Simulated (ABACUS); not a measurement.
## MnO under changes of volume

One of the cells (10.999 Å³/atom); the others are scaled copies at fixed shape and fractional positions:

```
Mn O
1.0
     0.00000    2.22391    2.22391
     2.22391    0.00000    2.22391
     2.22391    2.22391    0.00000
Mn O
1 1
Direct
  0.00000 0.00000 0.00000
  0.50000 0.50000 0.50000
```

The cell is a database's computed one.

```yaml
Program: ABACUS 3.10.1
Functional: PBE
Potentials_or_basis: PseudoDojo NC SR 0.4.1 PBE standard
Cutoff: 1361 eV
Density_cutoff: 5442 eV
Basis: DZP LCAO (the cutoffs set its grid)
k_mesh: 10 × 10 × 10
Occupations: fermi-dirac, width 0.05 eV
Spin: collinear spin, ferromagnetic start
Starting_moments: "[4.0, 0.0] μB"
```

| volume (Å³/atom) | energy over the lowest point (meV/atom) | pressure (GPa) | moment (μB per cell) |
| --- | --- | --- | --- |
| 10.339 | 21.67 | 8.7 | 4.67 |
| 10.559 | 10.50 | 6.6 | 4.76 |
| 10.779 | 2.95 | 3.6 | 4.80 |
| 10.999 | 0.00 | 0.7 | 4.82 |
| 11.219 | 0.67 | -1.6 | 4.86 |
| 11.439 | 3.86 | -3.5 | 4.90 |
| 11.659 | ? | ? | ? |

Q: What does the run at 11.659 Å³/atom give?

A: Energy over the lowest point 9.87 meV/atom; pressure -5.5 GPa; moment 4.93 μB per cell.

Worked out: A Birch-Murnaghan fit of order 3 (a polynomial in V^(-2/3)) to the other rows has its minimum at 11.08 Å³/atom with B0 = V·E''(V) = 122 GPa and B' = 5.1. It gives 10.16 meV/atom at 11.659 Å³/atom, against the run's 9.87, and -dE/dV = -5.5 GPa, against -5.5. A parabola through the other rows of the moment, of slope 0.0489 μB per Å³/atom there, extrapolates to 4.91 μB, against the run's 4.93.

Energies are extrapolated to zero smearing.

Caveats: the atomic orbitals were generated for these runs and aren't a published set; the basis of atomic orbitals isn't converged, which shifts pressures, moduli and gaps; a cell with one magnetic atom can't hold antiferromagnetic order, which such compounds often take.
